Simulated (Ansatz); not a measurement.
# InSe: the cost of one run

Program: Ansatz 0.2.0. Level of theory: DFT PBE+D3(BJ), scalar-relativistic, plane waves, PAW. These are calculated values, not measurements.

5 further runs of the same task are left out: 2 that didn't finish, 3 set aside as unsound or not needed.

## (1) Starting point

Symmetry: C2/m, No. 12, monoclinic system. Conventional cell: a = 11.893 Å, b = 4.139 Å, c = 4.497 Å, α = 90.00°, β = 110.79°, γ = 90.00°. In (site symmetry m) has 3 Se at 2.69 to 2.72 Å and 1 In at 2.81 Å as nearest neighbours. Around Se (site symmetry m) lie 3 In at 2.69 to 2.72 Å.

As a file:

```
CELL_PARAMETERS angstrom
5.94661 -2.06926 0.01756
5.94661 2.06926 0.01756
-1.60811 0.00000 4.19917
ATOMIC_POSITIONS crystal
In 0.88486 0.88486 0.01934
In 0.11514 0.11514 0.98066
Se 0.65294 0.65294 0.63354
Se 0.34706 0.34706 0.36646
```

This cell was relaxed beforehand with the same method: volume 25.86 Å³/atom, gap on the mesh 0.56 eV.

Bulk energy on matching settings, from an earlier run: -5534.2723 eV/atom.

## (2) Cutting the (100) slab

Planes are indexed in the bulk's conventional cell (C2/m (No. 12)), a = 11.893 Å, b = 4.139 Å, c = 4.497 Å, α = 90.00°, β = 110.79°, γ = 90.00°.

The slab is a (100) slab, 8.6 Å thick as cut, with 15 Å of vacuum; its outer planes are In (top) and In (bottom).

The slab as cut. Layers, bottom to top:

| plane | atoms per cell | height over the lowest (Å) |
| --- | --- | --- |
| 1 | In | 0.00 |
| 2 | Se | 0.42 |
| 3 | Se | 2.58 |
| 4 | In | 3.00 |
| 5 | In | 5.56 |
| 6 | Se | 5.98 |
| 7 | Se | 8.14 |
| 8 | In | 8.56 |

## (3) The slab as cut, atoms at the bulk's places

The cell repeats along c, and a dipole correction in the vacuum removes the field between the copies.

input.yaml

```yaml
crystal:
  lattice:
    - [4.1385277464, 0.0, 0.0]
    - [0.0, 4.4965573378, 0.0]
    - [0.0, 0.0, 23.5585673092]
  atoms:
    - { symbol: In, position: [0.5, 0.4032675394, 0.3183555223] }
    - { symbol: Se, position: [0.0, 0.0206740284, 0.3361944814] }
    - { symbol: Se, position: [0.5, 0.5713811445, 0.4278149046] }
    - { symbol: In, position: [0.0, 0.1887876335, 0.4456538638] }
    - { symbol: In, position: [0.0, 0.933952597, 0.5543461362] }
    - { symbol: Se, position: [0.5, 0.551359086, 0.5721850954] }
    - { symbol: Se, position: [0.0, 0.1020662021, 0.6638055186] }
    - { symbol: In, position: [0.5, 0.7194726912, 0.6816444777] }
basis:
  ecutwfc: 420
kpoints:
  mp_grid: { grid: [8, 8, 1] }
hamiltonian:
  xc: pbe
  dispersion: d3bj
scf:
  occupations: { method: gaussian, width: 0.05 }
output:
  forces: true
  stress: true
  eigenvalues: true
  write_density: true
  write_potential: true
  elf: true
  volumetric_format: npy
efield:
  axis: 3
  dipole_correction: true
  ramp_width: 0.04
```

The run is started by

```
> ansatz run input.yaml --threads 1 --pin off --max-ram 2560MiB --backend cpu --events-out ev --progress --plain --runs-dir out
```

Q: Estimate wall time and peak memory on 1 thread of Intel Xeon at 2.50GHz (Skylake/Cascade Lake), shared host.

About 3.9 min, with a peak of 0.89 GiB.
